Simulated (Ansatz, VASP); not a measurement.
# SiTe: VASP beside Ansatz

Wanted: the spread between two codes on one cell, functional and k mesh. The cell is generated by rule, not measured, and may not be a known phase. The cell is taken from a series of runs on this material, whose earlier steps may have relaxed, scaled, displaced or heated it; both programs get it as it stands.

Calculated with Ansatz 0.2.0; plane waves, with VASP 6.6.1 beside it; zone-centre phonons at LDA.

### Step 1. Starting point

It takes space group P-6m2 (No. 187, hexagonal). Conventional cell: a = 3.760 Å, b = 3.760 Å, c = 3.758 Å, α = 90.00°, β = 90.00°, γ = 120.00°. Nearest to Si lie 6 Te at 2.87 Å. Nearest to Te lie 6 Si at 2.87 Å. Farther neighbours and most contacts between anions are not listed.

### Step 2. VASP: zone-centre phonons, LDA, pair 1

Second derivatives magnify differences that forces hide, and they need a tight electronic threshold.

Lines of VASP's logs that name or quote its potential files are left out, and so is its time.

INCAR reads:

```
SYSTEM = SiTe
PREC = Accurate
ENCUT = 500
EDIFF = 1E-08
NELM = 120
ISMEAR = 1
SIGMA = 0.15
LREAL = .FALSE.
ALGO = Normal
GGA = CA
NBANDS = 11
LORBIT = 11
LWAVE = .FALSE.
LCHARG = .FALSE.
ISIF = 2
IBRION = 8
LASPH = .TRUE.
GGA_COMPAT = .FALSE.
KPAR = 2
```

POSCAR reads:

```
SiTe
1.0
    3.7575845628      0.0000000000      0.0000000000
    0.0000000000      1.8797332901      3.2560880718
    0.0000000000     -1.8797332901      3.2560880718
Si Te
1 1
Direct
    0.5000000000      0.0416671726      0.0416671726
    0.0000000000      0.7083328274      0.7083328274
```

KPOINTS reads:

```
Automatic mesh
0
Gamma
10 12 12
0 0 0
```

The projector-augmented-wave data sets are Si and Te (LDA family, release 64).

The run is started by

```console
> mpirun -np 2 vasp_std
```

The program printed:

```text
[banner, memory and clock lines left out]
running    2 mpi-ranks, on    1 nodes
 distrk:  each k-point on    1 cores,    2 groups
 distr:  one band on    1 cores,    1 groups

 POSCAR found type information on POSCAR SiTe
 POSCAR found :  2 types and       2 ions
 LDA part: xc-table for (Slater(with rela. corr.)+CA(PZ))
 , standard interpolation
 POSCAR, INCAR and KPOINTS ok, starting setup
 FFT: planning ... GRIDC
 FFT: planning ... GRID_SOFT
 FFT: planning ... GRID
 WAVECAR not read
 entering main loop
       N       E                     dE             d eps       ncg     rms          rms(c)
DAV:   1     0.236907328543E+02    0.23691E+02   -0.39697E+03  5676   0.724E+02
DAV:   2    -0.779494668733E+01   -0.31486E+02   -0.30574E+02  7617   0.105E+02
DAV:   3    -0.911611935270E+01   -0.13212E+01   -0.13127E+01  7136   0.223E+01
DAV:   4    -0.912939606346E+01   -0.13277E-01   -0.13274E-01  6679   0.275E+00
DAV:   5    -0.912962062761E+01   -0.22456E-03   -0.22456E-03  6974   0.351E-01    0.761E+00
DAV:   6    -0.911285664451E+01    0.16764E-01   -0.13688E-02  6636   0.485E-01    0.459E+00
DAV:   7    -0.910533005711E+01    0.75266E-02   -0.15015E-02  6678   0.582E-01    0.297E-01
DAV:   8    -0.910527783815E+01    0.52219E-04   -0.10648E-03  6578   0.184E-01    0.178E-01
DAV:   9    -0.910526932684E+01    0.85113E-05   -0.89189E-05  6690   0.525E-02    0.745E-02
DAV:  10    -0.910526855514E+01    0.77170E-06   -0.32263E-06  6674   0.109E-02    0.137E-02
DAV:  11    -0.910526858052E+01   -0.25376E-07   -0.31995E-07  6912   0.306E-03    0.589E-03
DAV:  12    -0.910526857107E+01    0.94515E-08   -0.25330E-08  6353   0.899E-04
   1 F= -.91052686E+01 E0= -.91051889E+01  d E =-.238964E-03
 Linear response reoptimize wavefunctions to high precision
DAV:   1    -0.910526857126E+01   -0.19298E-09   -0.16979E-09  4892   0.242E-04
DAV:   2    -0.910526857128E+01   -0.21771E-10   -0.13355E-10  3714   0.878E-05
 Linear response DOF=           6
 Linear response progress:
  Degree of freedom:   1/  6
       N       E                     dE             d eps       ncg     rms          rms(c)
RMM:   1    -0.186501272484E-01   -0.18650E-01    0.28108E-02 19844   0.841E-01
RMM:   2    -0.181538808132E-01    0.49625E-03   -0.86146E-04 14044   0.183E-01    0.125E-01
RMM:   3    -0.181482855039E-01    0.55953E-05   -0.36190E-05 14425   0.374E-02    0.708E-02
RMM:   4    -0.182009820991E-01   -0.52697E-04   -0.14772E-05 14579   0.214E-02    0.609E-03
RMM:   5    -0.182051453212E-01   -0.41632E-05   -0.65145E-07 15214   0.478E-03    0.246E-03
RMM:   6    -0.182035162032E-01    0.16291E-05   -0.12466E-08 15215   0.658E-04    0.102E-03
RMM:   7    -0.182042018489E-01   -0.68565E-06   -0.57736E-09 15292   0.358E-04    0.593E-05
RMM:   8    -0.182041600926E-01    0.41756E-07    0.76274E-10 15604   0.991E-05    0.925E-05
RMM:   9    -0.182040005951E-01    0.15950E-06    0.84274E-09 15903   0.441E-05    0.806E-06
RMM:  10    -0.182040064821E-01   -0.58870E-08    0.60959E-09 16202   0.208E-05    0.371E-06
 first order change of Fermi-energy  -0.68480E-04
 force on displaced ion       1 direction 1 :   0.939   0.000  -0.000
 Linear response progress:
  Degree of freedom:   2/  6
       N       E                     dE             d eps       ncg     rms          rms(c)
RMM:   1    -0.170413333253E-01   -0.17041E-01    0.63157E-03 22316   0.759E-01
RMM:   2    -0.157702976638E-01    0.12710E-02   -0.76090E-04 15546   0.170E-01    0.692E-02
RMM:   3    -0.157522948829E-01    0.18003E-04   -0.15827E-05 16287   0.290E-02    0.402E-02
RMM:   4    -0.157506257165E-01    0.16692E-05   -0.42134E-06 16628   0.133E-02    0.246E-03
RMM:   5    -0.157521443758E-01   -0.15187E-05   -0.15507E-07 16853   0.230E-03    0.110E-03
RMM:   6    -0.157521937078E-01   -0.49332E-07   -0.49403E-08 16985   0.488E-04    0.289E-04
RMM:   7    -0.157522044159E-01   -0.10708E-07   -0.18269E-08 17192   0.112E-04    0.845E-05
RMM:   8    -0.157521431304E-01    0.61285E-07   -0.20244E-08 17919   0.352E-05    0.206E-05
RMM:   9    -0.157520848733E-01    0.58257E-07   -0.13306E-08 18031   0.235E-05    0.328E-06
RMM:  10    -0.157520814482E-01    0.34250E-08   -0.13927E-08 17112   0.181E-05    0.113E-06
 first order change of Fermi-energy   0.70681E-04
 force on displaced ion       1 direction 2 :   0.000  -2.264  -0.008
 Linear response progress:
  Degree of freedom:   3/  6
       N       E                     dE             d eps       ncg     rms          rms(c)
RMM:   1    -0.171486083899E-01   -0.17149E-01    0.51823E-03 12873   0.758E-01
RMM:   2    -0.157722915406E-01    0.13763E-02   -0.80017E-04  9038   0.172E-01    0.693E-02
RMM:   3    -0.157524687981E-01    0.19823E-04   -0.17982E-05  9456   0.291E-02    0.402E-02
RMM:   4    -0.157506841670E-01    0.17846E-05   -0.50568E-06  9626   0.134E-02    0.243E-03
RMM:   5    -0.157521285723E-01   -0.14444E-05   -0.69214E-08  9788   0.230E-03    0.110E-03
RMM:   6    -0.157521957427E-01   -0.67170E-07   -0.15842E-09  9888   0.486E-04    0.297E-04
RMM:   7    -0.157522051759E-01   -0.94332E-08   -0.46948E-09 10010   0.113E-04    0.805E-05
 first order change of Fermi-energy   0.31874E-03
 force on displaced ion       1 direction 3 :   0.000   0.000  -2.260
 Linear response progress:
  Degree of freedom:   4/  6
       N       E                     dE             d eps       ncg     rms          rms(c)
RMM:   1    -0.463374347436E-01   -0.46337E-01    0.72785E-02 20914   0.114E+00
RMM:   2    -0.465218459048E-01   -0.18441E-03   -0.18136E-03 14283   0.274E-01    0.112E-01
RMM:   3    -0.465975091273E-01   -0.75663E-04   -0.55575E-05 14577   0.469E-02    0.726E-02
RMM:   4    -0.467329698108E-01   -0.13546E-03   -0.97343E-06 14935   0.185E-02    0.324E-03
RMM:   5    -0.467226237336E-01    0.10346E-04   -0.27975E-07 15410   0.343E-03    0.206E-03
RMM:   6    -0.467245166283E-01   -0.18929E-05   -0.18282E-08 15455   0.930E-04    0.548E-04
RMM:   7    -0.467240141096E-01    0.50252E-06    0.11295E-09 15572   0.266E-04    0.119E-04
RMM:   8    -0.467241004502E-01   -0.86341E-07    0.40509E-08 16155   0.652E-05    0.259E-05
RMM:   9    -0.467239986190E-01    0.10183E-06   -0.56830E-08 15784   0.386E-05    0.771E-06
RMM:  10    -0.467240208244E-01   -0.22205E-07   -0.41029E-08 16596   0.249E-05    0.520E-06
RMM:  11    -0.467240283331E-01   -0.75087E-08   -0.18006E-08 14447   0.225E-05    0.333E-07
 first order change of Fermi-energy   0.31590E-03
 force on displaced ion       2 direction 1 :   0.940   0.000  -0.000
 Linear response progress:
  Degree of freedom:   5/  6
       N       E                     dE             d eps       ncg     rms          rms(c)
RMM:   1    -0.426088613946E-01   -0.42609E-01    0.47460E-02 23124   0.107E+00
RMM:   2    -0.425539817278E-01    0.54880E-04   -0.14089E-03 15769   0.248E-01    0.641E-02
RMM:   3    -0.425561003572E-01   -0.21186E-05   -0.39401E-05 16418   0.410E-02    0.440E-02
RMM:   4    -0.425798833180E-01   -0.23783E-04   -0.97752E-06 16721   0.181E-02    0.324E-03
RMM:   5    -0.425787951878E-01    0.10881E-05   -0.21454E-07 17034   0.348E-03    0.295E-03
RMM:   6    -0.425795993341E-01   -0.80415E-06   -0.30735E-08 17203   0.988E-04    0.481E-04
RMM:   7    -0.425793218992E-01    0.27743E-06    0.72189E-08 17446   0.229E-04    0.222E-04
RMM:   8    -0.425793680011E-01   -0.46102E-07    0.94062E-08 18218   0.770E-05    0.593E-05
RMM:   9    -0.425793954752E-01   -0.27474E-07    0.69437E-08 18185   0.399E-05    0.575E-06
RMM:  10    -0.425793926554E-01    0.28198E-08    0.12095E-07 18117   0.307E-05    0.267E-06
RMM:  11    -0.425793902733E-01    0.23820E-08    0.10531E-07 15002   0.290E-05    0.339E-07
RMM:  12    -0.425793915831E-01   -0.13098E-08    0.10692E-07 11222   0.286E-05    0.125E-07
RMM:  13    -0.425793923295E-01   -0.74643E-09    0.98528E-08  9943   0.285E-05    0.290E-08
 first order change of Fermi-energy   0.25957E-04
 force on displaced ion       2 direction 2 :   0.000  -2.263  -0.005
 Linear response progress:
  Degree of freedom:   6/  6
       N       E                     dE             d eps       ncg     rms          rms(c)
RMM:   1    -0.426479024415E-01   -0.42648E-01    0.47034E-02 13369   0.107E+00
RMM:   2    -0.425574449067E-01    0.90458E-04   -0.13866E-03  9148   0.245E-01    0.641E-02
RMM:   3    -0.425592906025E-01   -0.18457E-05   -0.38810E-05  9545   0.405E-02    0.440E-02
RMM:   4    -0.425831959601E-01   -0.23905E-04   -0.10600E-05  9689   0.180E-02    0.323E-03
RMM:   5    -0.425820222884E-01    0.11737E-05   -0.23883E-07  9846   0.348E-03    0.296E-03
RMM:   6    -0.425827814385E-01   -0.75915E-06    0.39693E-09  9980   0.970E-04    0.550E-04
RMM:   7    -0.425825500903E-01    0.23135E-06    0.10024E-08 10099   0.229E-04    0.236E-04
RMM:   8    -0.425825832429E-01   -0.33153E-07    0.27648E-08 10578   0.825E-05    0.597E-05
RMM:   9    -0.425826005583E-01   -0.17315E-07    0.22536E-08 10635   0.417E-05    0.140E-05
RMM:  10    -0.425826065084E-01   -0.59501E-08    0.59814E-08 10765   0.335E-05    0.258E-06
 first order change of Fermi-energy   0.17387E-03
 force on displaced ion       2 direction 3 :   0.000   0.000  -2.260
 Linear response finished
```

From OUTCAR (step 2):

```text
ion  position               nearest neighbor table
   1  0.500  0.042  0.042-   2 2.87   2 2.87   2 2.87   2 2.87   2 2.87   2 2.87
   2  0.000  0.708  0.708-   1 2.87   1 2.87   1 2.87   1 2.87   1 2.87   1 2.87

  LATTYP: Found a base centered orthorhombic cell.
 ALAT       =     3.7594665802
 B/A-ratio  =     1.7322074833
 C/A-ratio  =     0.9994993924

 Subroutine GETGRP returns: Found  4 space group operations
 (whereof  4 operations were pure point group operations)

The static configuration has the point symmetry C_2v.

 Found    258 irreducible k-points:

   k-points           NKPTS =    258   k-points in BZ     NKDIM =    258   number of bands    NBANDS=     11

   dimension x,y,z NGX =    28 NGY =   28 NGZ =   28
   dimension x,y,z NGXF=    56 NGYF=   56 NGZF=   56

   ENCUT  =  500.0 eV  36.75 Ry    6.06 a.u.   6.85  6.85  6.85*2*pi/ulx,y,z

   NELECT =      10.0000    total number of electrons

 k-points in reciprocal lattice and weights: Automatic mesh
   0.00000000  0.00000000  0.00000000       0.001
   0.10000000  0.00000000  0.00000000       0.001
   0.20000000  0.00000000  0.00000000       0.001
   0.30000000  0.00000000  0.00000000       0.001
   0.40000000  0.00000000  0.00000000       0.001
   0.50000000  0.00000000  0.00000000       0.001
   0.00000000  0.08333333 -0.00000000       0.003
   0.10000000  0.08333333 -0.00000000       0.006
   0.20000000  0.08333333 -0.00000000       0.006
[...]
0.40000000  0.50000000  0.50000000       0.001
   0.50000000  0.50000000  0.50000000       0.001

 average (electrostatic) potential at core
       1 -83.7273       2 -87.7033

  Total        0.0681370      0.0340511      0.0326933      0.0000000      0.0000000      0.0000000
  in kB        2.3733532      1.1860713      1.1387752      0.0000000      0.0000000      0.0000000
  external PRESSURE =       1.5660665 kB  Pullay stress =       0.0000000 kB

  energy-cutoff  :      500.00
  volume of cell :       46.00
      direct lattice vectors                 reciprocal lattice vectors
     3.757584563  0.000000000  0.000000000     0.266128409  0.000000000  0.000000000
     0.000000000  1.879733290  3.256088072     0.000000000  0.265995183  0.153558500
     0.000000000 -1.879733290  3.256088072     0.000000000 -0.265995183  0.153558500

 POSITION                                       TOTAL-FORCE (eV/Angst)
 -----------------------------------------------------------------------------------
      1.87879      0.00000      0.27134         0.000000      0.000000     -0.000090
      0.00000      0.00000      4.61279         0.000000      0.000000      0.000090
 -----------------------------------------------------------------------------------
    total drift:                               -0.000000     -0.000000      0.000002

 Eigenvectors and eigenvalues of the dynamical matrix
 ----------------------------------------------------

   1 f  =    4.902510 THz    30.803380 2PiTHz  163.530137 cm-1    20.275144 meV
             X         Y         Z           dx          dy          dz
      1.878792  0.000000  0.271344     0.000000   -0.905353   -0.000000
      0.000000  0.000000  4.612788     0.000000    0.424659    0.000000

   2 f  =    4.898890 THz    30.780633 2PiTHz  163.409379 cm-1    20.260172 meV
             X         Y         Z           dx          dy          dz
      1.878792  0.000000  0.271344     0.000000    0.000000   -0.905339
      0.000000  0.000000  4.612788     0.000000    0.000000    0.424690

   3 f  =    0.000429 THz     0.002693 2PiTHz    0.014297 cm-1     0.001773 meV
             X         Y         Z           dx          dy          dz
      1.878792  0.000000  0.271344    -0.424854    0.000000   -0.000000
      0.000000  0.000000  4.612788    -0.905262    0.000000    0.000000

   4 f/i=    0.000221 THz     0.001389 2PiTHz    0.007371 cm-1     0.000914 meV
             X         Y         Z           dx          dy          dz
      1.878792  0.000000  0.271344    -0.000000   -0.000000    0.424690
      0.000000  0.000000  4.612788    -0.000000   -0.000000    0.905339

   5 f/i=    0.000388 THz     0.002441 2PiTHz    0.012958 cm-1     0.001607 meV
             X         Y         Z           dx          dy          dz
      1.878792  0.000000  0.271344    -0.000000   -0.424659   -0.000000
      0.000000  0.000000  4.612788    -0.000000   -0.905353   -0.000000

   6 f/i=    3.157606 THz    19.839823 2PiTHz  105.326397 cm-1    13.058803 meV
             X         Y         Z           dx          dy          dz
      1.878792  0.000000  0.271344    -0.905262    0.000000    0.000000
      0.000000  0.000000  4.612788     0.424854    0.000000    0.000000

 ELASTIC MODULI CONTR FROM IONIC RELAXATION (kBar)
 Direction    XX          YY          ZZ          XY          YZ          ZX
 --------------------------------------------------------------------------------
 XX          -0.0005     -0.0517      0.0531      0.0000      0.0000      0.0000
 YY          -0.0517     -5.6951      5.8424      0.0000      0.0000      0.0000
 ZZ           0.0531      5.8424     -5.9936      0.0000     -0.0000      0.0000
 XY           0.0000      0.0000      0.0000      0.0000      0.0000      0.0000
 YZ           0.0000      0.0000     -0.0000      0.0000    -18.1896      0.0000
 ZX           0.0000      0.0000      0.0000      0.0000      0.0000      0.0000
 --------------------------------------------------------------------------------
```

(Continued in part 2 of 2.)

[Lines on the potential files, build, host, timing and source positions are cut from VASP's logs without a mark.]

[Logs are printed without paths, hosts, clocks, repeated set-up lines and the standing remarks that a program may print on its own settings, such as how far it seeks lower states.]

[Hosts, paths, dates, database ids (printed as entryN), source tags and the programs' standing remarks are cut or masked in the printed files.]
